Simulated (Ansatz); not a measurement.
V:

```
CELL_PARAMETERS angstrom
-1.51435 1.51435 1.51435
1.51435 -1.51435 1.51435
1.51435 1.51435 -1.51435
ATOMIC_POSITIONS crystal
V 0.00000 0.00000 0.00000
```

- Program: Ansatz 0.2.0
- Task: relaxation of cell and atoms
- Functional: HSEsol
- Potentials or basis: Ansatz PAW
- Cutoff: 420 eV (not typed: the program's choice for these potentials)
- k mesh: 6 × 6 × 6
- Occupations: fermi-dirac, width 0.05 eV
- Spin: collinear spin, ferromagnetic start
- Starting moments: [2.0] μB

At the start: volume 13.89 Å³/atom.

Problem. How do energy, volume and symmetry change on relaxing?

Solution. It ends after 5 steps and the volume is 12.95 Å³/atom (-6.8 %); space group Im-3m (No. 229, to 0.05 Å); moment 0.78 μB per cell.

Step by step:
| step | energy change (eV) | largest force (eV/Å) | volume (Å³) |
| --- | --- | --- | --- |
| 1 | 0.0000 | 0.0000 | 13.89 |
| 2 | -0.0387 | 0.0000 | 12.73 |
| 3 | -0.0409 | 0.0000 | 12.97 |
| 4 | -0.0409 | 0.0000 | 12.95 |
| 5 | -0.0402 | 0.0000 | 12.95 |

Final structure:
```
V
1.0
    -1.47926    1.47926    1.47926
     1.47926   -1.47926    1.47926
     1.47926    1.47926   -1.47926
V
1
Cartesian
  0.0000 0.0000 0.0000
```

Caveat: the k mesh is coarse (spacing up to 0.49 Å⁻¹), so the values aren't converged, least of all with exact exchange; the magnetic or orbital state may not be the lowest; the plane-wave basis is chosen anew once the cell has moved, so the energies of steps on either side of that aren't comparable; the PAW data sets come from PBE, with cores solved anew for the run's functional, which leaves a small shift of forces and pressure.
